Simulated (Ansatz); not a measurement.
# Ga2O3 (C2/m) in Ansatz: settings compared

One crystal, Ga2O3, is run at these levels: PBE, BLYP; tasks: relaxation of cell and atoms.

Program: Ansatz 0.2.0. These are calculated values, not measurements. Logs are shortened: lines on timing, memory, paths and dates and some standing lists are left out, and cuts for length are marked.

### 1 The crystal as given

The structure is monoclinic, space group C2/m (No. 12). The conventional cell has a = 12.214 Å, b = 3.037 Å, c = 5.798 Å, α = 90.00°, β = 103.83°, γ = 90.00°. Ga (site symmetry m) is surrounded by 6 O at 1.94 to 2.07 Å. Around Ga (site symmetry m) lie 4 O at 1.83 to 1.86 Å. Around O (site symmetry m) lie 3 Ga at 1.83 to 1.94 Å. Around O (site symmetry m) lie 4 Ga at 1.86 to 2.07 Å. Around O (site symmetry m) lie 3 Ga at 1.83 to 1.94 Å.

### 2 Relaxation of cell and atoms, PBE

The input, input.yaml:

```yaml
crystal:
  lattice:
    - [6.107, -1.51855, 0.0]
    - [6.107, 1.51855, 0.0]
    - [-1.3859888959, 0.0, 5.630008738]
  atoms:
    - { symbol: Ga, position: [0.34134, 0.34134, 0.68598] }
    - { symbol: Ga, position: [0.65866, 0.65866, 0.31402] }
    - { symbol: Ga, position: [0.9095, 0.9095, 0.2054] }
    - { symbol: Ga, position: [0.0905, 0.0905, 0.7946] }
    - { symbol: O, position: [0.5041, 0.5041, 0.7434] }
    - { symbol: O, position: [0.4959, 0.4959, 0.2566] }
    - { symbol: O, position: [0.8267, 0.8267, 0.4368] }
    - { symbol: O, position: [0.1733, 0.1733, 0.5632] }
    - { symbol: O, position: [0.8355, 0.8355, 0.8902] }
    - { symbol: O, position: [0.1645, 0.1645, 0.1098] }
hamiltonian:
  xc: pbe
  pseudopotentials: { kind: paw }
kpoints:
  mp_grid: { grid: [9, 9, 5] }
scf:
  occupations: { method: fermi_dirac, width: 0.05 }
output:
  forces: true
  stress: true
relax:
  f_tol: 0.01
  max_steps: 40
  cell: { stress_tol: 0.05 }
```

Potentials or basis: Ansatz PAW.

The run is started by

```
> ansatz run input.yaml --threads 4 --pin off --max-ram 11264MiB --backend cpu --events-out ev --progress --plain --runs-dir out
```

Standard output:

```text
Warning: RAYON_NUM_THREADS=4 ignored (pool sized by the plan → 4); use --threads N
basis.fft_grid_basis auto: the FFT boxes are laid along the combinations [[1, -1, 0], [0, 1, 0], [0, 0, 1]] of the cell's own vectors, 3.037, 6.293 and 5.798 Å long. The dense box has 24×45×40 points. Along the cell's own vectors, as sized, it would have 45×45×40, 1.88 times as many. Of the 4 symmetry operations that the crystal satisfies within crystal.symmetry.tolerance (time reversal apart; of a slab, those that keep its plane) the dense box along the cell's own vectors carries 4, and the one as laid loses 2 of those. basis.fft_grid_basis: typed keeps the cell's own vectors: state it where this run's energies or levels are differenced outside the engine with another run's, or held beside a run that keeps those vectors.
Engine: ansatz 0.2.0, x86_64-unknown-linux-gnu
Pseudopotentials: kind: paw
Pseudopotential: Ga, paw, valence charge 13, recommended cutoff 420 eV (normal), Ga.paw.azcp
Pseudopotential: O, paw, valence charge 6, recommended cutoff 420 eV (normal), O.paw.azcp
Functional definition: PBE
  parameter kappa = 0.804
  parameter beta = 0.06672455060314922
  exchange = pbe_x(kappa = kappa, mu = beta*pi^2/3)
  correlation = pbe_c(beta = beta)
Crystal: 10 atoms, lattice volume = 104.423 Å³
Basis set: ecut = 420 eV, 2037 PW (Γ), FFT grids on a1−a2, a2, a3, exchange–correlation on 48×90×80 points (8 copies of the dense FFT grid, shifted against one another)
Bands: 54, of which v1, the nominal top of the filled ones, is band 44 counted from 1 (43 counted from 0)
Symmetry: 4 space group operations
Space group: C2/m (ITA 12), of the structure as read, at distance tolerance 4.7e-5 Å
k-points: 115 of 405
Non-local potential: Ga, projectors of the file, l = 0: 2, l = 1: 2, l = 2: 3, l = 3: 1
Non-local potential: O, projectors of the file, l = 0: 2, l = 1: 2, l = 2: 1
PAW form: soft (Blöchl's): semilocal exchange-correlation on the pseudo side does not see the compensation charge
PAW one-centre angular grid: Ga, 590 points (default); XC on 64 Gauss nodes
PAW one-centre angular grid: O, 110 points (default); XC on 64 Gauss nodes
Initial density: superposition of atomic densities (neutral atoms: chi_scale 0, normalization atom), corrected by the library's trained network
Initial wavefunctions: pseudopotential atomic-orbital guess
Functional: x = pbe(κ = 0.804, μ = 0.2195149727645171), c = pbe(β = 0.06672455060314922)
SCF iter   1: F=—  HF=-18539.971102 eV  |F-HF|=—  |Δ(HF+E_count)|=         —  Δρ=1.11e-3  dr2=4.20e-4  ethr=1.77e-3  ⟨swp⟩=6.0  Hψ=22778  notcnv=0  defer=47
preconditioner: auto → Resta (q_TF=auto, 2.652 Å⁻¹)  ε∞=4.7  [insulator: Δε(μ)=2.438 eV  Ē_g=17.835 eV  σ=0.050 eV  W_gap=1.00  n_scr=34 (ndim 8)  ℏωp=34.1 eV  f_vac=0.014  D(μ)=0.00/eV (n_scr^D=0)  ε∞_Penn≈4.7]
SCF iter   2: F=—  HF=-18539.972118 eV  |F-HF|=—  |Δ(HF+E_count)|=   1.02e-3  Δρ=5.90e-4  dr2=1.34e-4  ethr=4.77e-7  ⟨swp⟩=2.8  Hψ=12900  notcnv=0  defer=182
SCF iter   3: F=—  HF=-18539.972563 eV  |F-HF|=—  |Δ(HF+E_count)|=   4.45e-4  Δρ=2.17e-4  dr2=3.43e-5  ethr=1.53e-7  ⟨swp⟩=2.0  Hψ=10816  notcnv=0  defer=182
SCF iter   4: F=—  HF=-18539.972662 eV  |F-HF|=—  |Δ(HF+E_count)|=   9.86e-5  Δρ=6.38e-5  dr2=3.76e-6  ethr=3.89e-8  ⟨swp⟩=2.0  Hψ=10115  notcnv=0  defer=182
SCF iter   5: F=—  HF=-18539.972665 eV  |F-HF|=—  |Δ(HF+E_count)|=   2.77e-6  Δρ=2.94e-5  dr2=8.54e-7  ethr=4.27e-9  ⟨swp⟩=2.2  Hψ=10669  notcnv=0  defer=182
SCF iter   6: F=—  HF=-18539.972665 eV  |F-HF|=—  |Δ(HF+E_count)|=   3.76e-7  Δρ=1.38e-5  dr2=1.59e-7  ethr=9.70e-10  ⟨swp⟩=2.0  Hψ=10641  notcnv=0  defer=182
SCF iter   7: F=-18539.972665 eV  HF=-18539.972665 eV  |F-HF|=6.18e-9  |Δ(HF+E_count)|=   5.25e-8  Δρ=3.93e-6  dr2=1.06e-8  ethr=1.14e-10  ⟨swp⟩=4.0  Hψ=21136  notcnv=0
SCF 1 converged in 7 iterations: F = -18539.972665 eV  dr2 = 1.06e-8
relax step   1: F+E_penalty+E_count = -18539.97266517 eV  Δ(F+E_penalty+E_count) = +0.000e0 eV  max|allowed force component| = 2.049e-1 eV/Å  Δτ_max = 0.0000 Å  P = +9.556 GPa  Ω = 104.423 Å³  (7 SCF iters, dr2 threshold 1.00e-7 eV, accepted)
Crystal: 10 atoms, lattice volume = 107.401 Å³
Basis set: ecut = 420 eV, 2085 PW (Γ), FFT grids on a1−a2, a2, a3, exchange–correlation on 48×90×80 points (8 copies of the dense FFT grid, shifted against one another)
Initial density: handed on by an earlier stage of this run
Initial wavefunctions: those handed on with the density
iter 1 solved again at ethr=2.33e-5 eV; its pass at ethr=3.10e-3 eV (dr2=2.05e-2 eV) is discarded
SCF iter   1: F=—  HF=-18540.079254 eV  |F-HF|=—  |Δ(HF+E_count)|=         —  Δρ=5.01e-3  dr2=1.98e-2  ethr=2.33e-5  ⟨swp⟩=2.2  Hψ=25388  notcnv=0
preconditioner: auto → Resta (q_TF=auto, 2.639 Å⁻¹)  ε∞=4.7  [insulator: Δε(μ)=2.180 eV  Ē_g=17.569 eV  σ=0.050 eV  W_gap=1.00  n_scr=34 (ndim 8)  ℏωp=33.6 eV  f_vac=0.021  D(μ)=0.00/eV (n_scr^D=0)  ε∞_Penn≈4.7]
SCF iter   2: F=—  HF=-18540.073935 eV  |F-HF|=—  |Δ(HF+E_count)|=   5.32e-3  Δρ=1.58e-3  dr2=1.83e-3  ethr=2.25e-5  ⟨swp⟩=2.6  Hψ=12042  notcnv=0
SCF iter   3: F=—  HF=-18540.073916 eV  |F-HF|=—  |Δ(HF+E_count)|=   1.90e-5  Δρ=7.81e-4  dr2=5.82e-4  ethr=2.08e-6  ⟨swp⟩=1.0  Hψ=6210  notcnv=0
SCF iter   4: F=—  HF=-18540.074122 eV  |F-HF|=—  |Δ(HF+E_count)|=   2.06e-4  Δρ=2.19e-4  dr2=3.85e-5  ethr=6.61e-7  ⟨swp⟩=2.1  Hψ=10062  notcnv=0
SCF iter   5: F=—  HF=-18540.074136 eV  |F-HF|=—  |Δ(HF+E_count)|=   1.38e-5  Δρ=1.43e-4  dr2=1.69e-5  ethr=4.37e-8  ⟨swp⟩=2.0  Hψ=11230  notcnv=0
SCF iter   6: F=-18540.074136 eV  HF=-18540.074136 eV  |F-HF|=7.72e-8  |Δ(HF+E_count)|=   5.33e-7  Δρ=2.83e-5  dr2=7.72e-7  ethr=1.14e-9  ⟨swp⟩=3.0  Hψ=24719  notcnv=0
SCF 2 converged in 6 iterations: F = -18540.074136 eV  dr2 = 7.72e-7
[... 58 lines left out ...]
relax step   7: F+E_penalty+E_count = -18540.11869489 eV  Δ(F+E_penalty+E_count) = -2.953e-2 eV  max|allowed force component| = 3.929e-3 eV/Å  Δτ_max = 0.0000 Å  P = +0.424 GPa  Ω = 109.352 Å³  stress off target by 4.62e-1 GPa  SCF on the basis re-selected at this cell (its energy is not comparable with the rows above)  (8 SCF iters)
basis re-selected at this cell: Δ(F+E_penalty+E_count) = -2.953e-2 eV, ΔP = +0.423 GPa vs the last step (what re-selecting the basis moved, of the pressure what is left beyond the Pulay correction that the steps carried, after the strain that the cell walked since its last selection, with what the two solves' SCF thresholds leave and, on support functions, any second-order correction that the steps lacked; it is no measure of the basis error at this ecutwfc). This SCF's stress stands 4.62e-1 GPa from its target on what of the cell is left free (relax.cell.stress_tol is 5.00e-2 GPa) and its largest allowed force component is 3.93e-3 eV/Å (relax.f_tol is 1.00e-2 eV/Å): not within both, so this SCF does not close the relaxation
Crystal: 10 atoms, lattice volume = 109.625 Å³
Basis set: ecut = 420 eV, 2141 PW (Γ), FFT grids on a1−a2, a2, a3, exchange–correlation on 48×90×80 points (8 copies of the dense FFT grid, shifted against one another)
iter 1 solved again at ethr=1.88e-7 eV; its pass at ethr=3.10e-3 eV (dr2=1.65e-4 eV) is discarded
SCF iter   1: F=—  HF=-18540.117724 eV  |F-HF|=—  |Δ(HF+E_count)|=         —  Δρ=5.40e-4  dr2=1.65e-4  ethr=1.88e-7  ⟨swp⟩=2.0  Hψ=24767  notcnv=0
preconditioner: auto → Resta (q_TF=auto, 2.630 Å⁻¹)  ε∞=4.6  [insulator: Δε(μ)=2.018 eV  Ē_g=17.431 eV  σ=0.050 eV  W_gap=1.00  n_scr=34 (ndim 8)  ℏωp=33.3 eV  f_vac=0.020  D(μ)=0.00/eV (n_scr^D=0)  ε∞_Penn≈4.6]
SCF iter   2: F=—  HF=-18540.117817 eV  |F-HF|=—  |Δ(HF+E_count)|=   9.35e-5  Δρ=2.28e-4  dr2=2.45e-5  ethr=1.88e-7  ⟨swp⟩=3.0  Hψ=11521  notcnv=0
SCF iter   3: F=—  HF=-18540.117816 eV  |F-HF|=—  |Δ(HF+E_count)|=   9.82e-7  Δρ=8.54e-5  dr2=5.32e-6  ethr=2.79e-8  ⟨swp⟩=2.0  Hψ=10721  notcnv=0
SCF iter   4: F=—  HF=-18540.117817 eV  |F-HF|=—  |Δ(HF+E_count)|=   7.58e-7  Δρ=2.58e-5  dr2=6.65e-7  ethr=6.05e-9  ⟨swp⟩=2.0  Hψ=10144  notcnv=0
SCF iter   5: F=-18540.117817 eV  HF=-18540.117817 eV  |F-HF|=6.91e-8  |Δ(HF+E_count)|=   1.45e-7  Δρ=1.54e-5  dr2=1.89e-7  ethr=6.07e-10  ⟨swp⟩=4.0  Hψ=19374  notcnv=0
SCF 8 converged in 5 iterations: F = -18540.117817 eV  dr2 = 1.89e-7
relax step   8: F+E_penalty+E_count = -18540.11781711 eV  Δ(F+E_penalty+E_count) = +8.778e-4 eV  max|allowed force component| = 2.084e-3 eV/Å  Δτ_max = 0.0030 Å  P = +0.023 GPa  Ω = 109.625 Å³  energy of the carried Pulay correction = -1.273e-3 eV  (5 SCF iters, dr2 threshold 5.34e-7 eV, accepted)
iter 1 solved again at ethr=5.37e-8 eV; its pass at ethr=3.10e-3 eV (dr2=4.73e-5 eV) is discarded
SCF iter   1: F=—  HF=-18540.118617 eV  |F-HF|=—  |Δ(HF+E_count)|=         —  Δρ=1.53e-4  dr2=8.39e-7  ethr=5.37e-8  ⟨swp⟩=3.0  Hψ=39999  notcnv=0
preconditioner: auto → Resta (q_TF=auto, 2.630 Å⁻¹)  ε∞=4.6  [insulator: Δε(μ)=2.019 eV  Ē_g=17.434 eV  σ=0.050 eV  W_gap=1.00  n_scr=34 (ndim 8)  ℏωp=33.3 eV  f_vac=0.020  D(μ)=0.00/eV (n_scr^D=0)  ε∞_Penn≈4.6]
SCF iter   2: F=—  HF=-18540.118974 eV  |F-HF|=—  |Δ(HF+E_count)|=   3.57e-4  Δρ=7.74e-5  dr2=2.11e-7  ethr=9.53e-10  ⟨swp⟩=2.0  Hψ=11100  notcnv=0
SCF iter   3: F=—  HF=-18540.119046 eV  |F-HF|=—  |Δ(HF+E_count)|=   7.22e-5  Δρ=2.16e-5  dr2=3.31e-8  ethr=2.40e-10  ⟨swp⟩=2.0  Hψ=8185  notcnv=0
SCF iter   4: F=—  HF=-18540.119052 eV  |F-HF|=—  |Δ(HF+E_count)|=   5.73e-6  Δρ=2.06e-6  dr2=2.12e-9  ethr=3.76e-11  ⟨swp⟩=2.0  Hψ=10247  notcnv=0
SCF iter   5: F=—  HF=-18540.119052 eV  |F-HF|=—  |Δ(HF+E_count)|=   2.11e-8  Δρ=9.17e-7  dr2=6.45e-10  ethr=2.41e-12  ⟨swp⟩=2.1  Hψ=10326  notcnv=0
SCF iter   6: F=-18540.119052 eV  HF=-18540.119052 eV  |F-HF|=1.02e-10  |Δ(HF+E_count)|=   5.54e-9  Δρ=1.87e-7  dr2=3.11e-11  ethr=1.00e-12  ⟨swp⟩=2.3  Hψ=22854  notcnv=0
SCF 9 converged in 6 iterations: F = -18540.119052 eV  dr2 = 3.11e-11
relax step   9: F+E_penalty+E_count = -18540.11905218 eV  Δ(F+E_penalty+E_count) = -1.235e-3 eV  max|allowed force component| = 2.177e-3 eV/Å  Δτ_max = 0.0000 Å  P = +0.031 GPa  Ω = 109.625 Å³  stress off target by 4.37e-2 GPa  SCF on the basis re-selected at this cell (its energy is not comparable with the rows above)  (6 SCF iters)
basis re-selected at this cell: Δ(F+E_penalty+E_count) = -1.235e-3 eV, ΔP = +0.008 GPa vs the last step (what re-selecting the basis moved, of the pressure what is left beyond the Pulay correction that the steps carried, after the strain that the cell walked since its last selection, with what the two solves' SCF thresholds leave and, on support functions, any second-order correction that the steps lacked; it is no measure of the basis error at this ecutwfc). This SCF's stress stands 4.37e-2 GPa from its target on what of the cell is left free (relax.cell.stress_tol is 5.00e-2 GPa) and its largest allowed force component is 2.18e-3 eV/Å (relax.f_tol is 1.00e-2 eV/Å): within both
SCF converged after 6 iterations
Free energy (F): -18540.119052 eV
Harris-Foulkes:  -18540.119052 eV  (|F-HF|=1.02e-10)
Internal energy: -18540.119052 eV  (E = F + TS)
E sigma→0 (E₀):  -18540.119052 eV
Fermi energy:    8.664819 eV
--- Per-component energies (eV) ---
  E_band       = -146.174518
  E_kinetic    = 1514.190264
  E_local      = -9270.289467  (includes V_loc(G=0)·N_el)
  E_nonlocal   = 2020.202648
  E_hartree    = 4150.404941
  E_xc         = -710.602675
  E_vxc        = -787.672829  (∫ρ·V_xc dr)
  E_paw        = -8942.042453  (= ΣΔE_a)
  E_vpaw       = -1923.429752  (= ΣTr[D̂ρ^β])
  E_aug_tail   = 0.014299  (compensation charges beyond the density's cutoff)
  E_ewald      = -7301.996608
  E_smearing   = -0.000000  (= −TS)
  E_closure    = -0.000000  (closes the sum)
  Σ components = -18540.119052   (vs F -18540.119052, Δ=0.00e0)
--- Forces (eV/Å), atoms counted from 1 ---
  atom   1  Ga     0.00067999    -0.00000000    -0.00093016
  atom   2  Ga    -0.00067999     0.00000000     0.00093016
  atom   3  Ga     0.00203874    -0.00000000     0.00111721
  atom   4  Ga    -0.00203874     0.00000000    -0.00111721
  atom   5  O     -0.00056903    -0.00000000    -0.00076233
  atom   6  O      0.00056903     0.00000000     0.00076233
  atom   7  O     -0.00030028    -0.00000000     0.00043315
  atom   8  O      0.00030028     0.00000000    -0.00043315
  atom   9  O      0.00055236     0.00000000    -0.00217693
  atom  10  O     -0.00055236    -0.00000000     0.00217693
  max |Σ_I F_I| component: 8.67e-19 eV/Å
--- Stress (GPa, compression-positive) ---
        0.043654       0.000000       0.000075
        0.000000       0.008675      -0.000000
        0.000075      -0.000000       0.041989
  P = ⅓ Tr σ = 0.0314 GPa (0.314 kbar)
--- Relaxed structure (7 steps of the walk, 7 accepted, 2 SCFs on fresh bases) ---
  F+E_penalty+E_count = -18540.11905218 eV   max|allowed force component| = 2.177e-3 eV/Å   (the final SCF, on the basis selected at the relaxed cell)
  cell:  # Å, volume = 109.6250 Å³
    - [6.22606484386109, -1.5417888852703738, 0.01116853983888426]
    - [6.22606484386109, 1.5417888852703738, 0.011168539838884247]
    - [-1.4027145508205698, -2.5826672914863127e-17, 5.707550734343732]
  atoms:
    - { symbol: Ga, position: [0.341493122900812, 0.341493122900812, 0.6858857535050316] }
    - { symbol: Ga, position: [0.6585068770991881, 0.6585068770991881, 0.3141142464949683] }
    - { symbol: Ga, position: [0.9100615898376426, 0.9100615898376426, 0.20528481023405296] }
    - { symbol: Ga, position: [0.08993841016235722, 0.08993841016235721, 0.7947151897659468] }
    - { symbol: O, position: [0.503987154330913, 0.503987154330913, 0.7433577013079362] }
    - { symbol: O, position: [0.496012845669087, 0.496012845669087, 0.25664229869206323] }
    - { symbol: O, position: [0.8263091489251548, 0.8263091489251548, 0.435695790478296] }
    - { symbol: O, position: [0.17369085107484505, 0.17369085107484505, 0.564304209521704] }
    - { symbol: O, position: [0.8364551461136467, 0.8364551461136467, 0.890825631303778] }
    - { symbol: O, position: [0.16354485388635337, 0.16354485388635337, 0.1091743686962219] }
```

Run time: 82 s. Hardware: 4 threads of Intel Xeon at 2.70GHz, shared host; peak memory 0.84 GiB.

Results:

```
Free energy                            : -18540.1191 eV
Relaxed volume                         : 10.96 Å³/atom
Relaxed cell                           : a = 6.414 Å, b = 6.414 Å, c = 5.877 Å, α = 103.30°, β = 103.30°, γ = 27.82°
Space group after relaxing (to 0.05 Å) : C2/m (No. 12)
Energy gained by relaxing              : 14.6 meV/atom
Ionic steps                            : 9
Pressure after relaxing                : 0.0 GPa
Band gap on the k mesh                 : 2.02 eV
```

Forces in eV/Å, atoms in the order of the input:
```
Ga   0.001  0.000 -0.001
Ga  -0.001  0.000  0.001
Ga   0.002  0.000  0.001
Ga  -0.002  0.000 -0.001
O   -0.001  0.000 -0.001
O    0.001  0.000  0.001
O    0.000  0.000  0.000
O    0.000  0.000  0.000
O    0.001  0.000 -0.002
O   -0.001  0.000  0.002
```

The path:
| step | energy change (eV) | largest force (eV/Å) | volume (Å³) |
| --- | --- | --- | --- |
| 1 | 0.0000 | 0.2189 | 104.42 |
| 2 | -0.1015 | 0.1307 | 107.40 |
| 3 | -0.1165 | 0.0267 | 109.26 |
| 4 | -0.1163 | 0.0124 | 109.38 |
| 5 | -0.1165 | 0.0170 | 109.35 |
| 6 | -0.1165 | 0.0022 | 109.35 |
| 7 | -0.1460 | 0.0039 | 109.35 |
| 8 | -0.1452 | 0.0022 | 109.63 |
| 9 | -0.1464 | 0.0023 | 109.63 |

Final structure:
```
Ga O
1.0
     6.22606   -1.54179    0.01117
     6.22606    1.54179    0.01117
    -1.40271    0.00000    5.70755
Ga O
4 6
Direct
  0.34149 0.34149 0.68589
  0.65851 0.65851 0.31411
  0.91006 0.91006 0.20528
  0.08994 0.08994 0.79472
  0.50399 0.50399 0.74336
  0.49601 0.49601 0.25664
  0.82631 0.82631 0.43570
  0.17369 0.17369 0.56430
  0.83646 0.83646 0.89083
  0.16354 0.16354 0.10917
```

Caveat: odd divisions of the mesh miss points on the zone boundary, where band edges often lie, so the gap on the mesh can be too wide; the plane-wave basis is chosen anew once the cell has moved, so the energies of steps on either side of that aren't comparable; the pressure holds a Pulay correction of +0.7 GPa for the finite cutoff. Zero-point motion and thermal expansion aren't in these numbers.

(Part 1 of 2 ends here.)
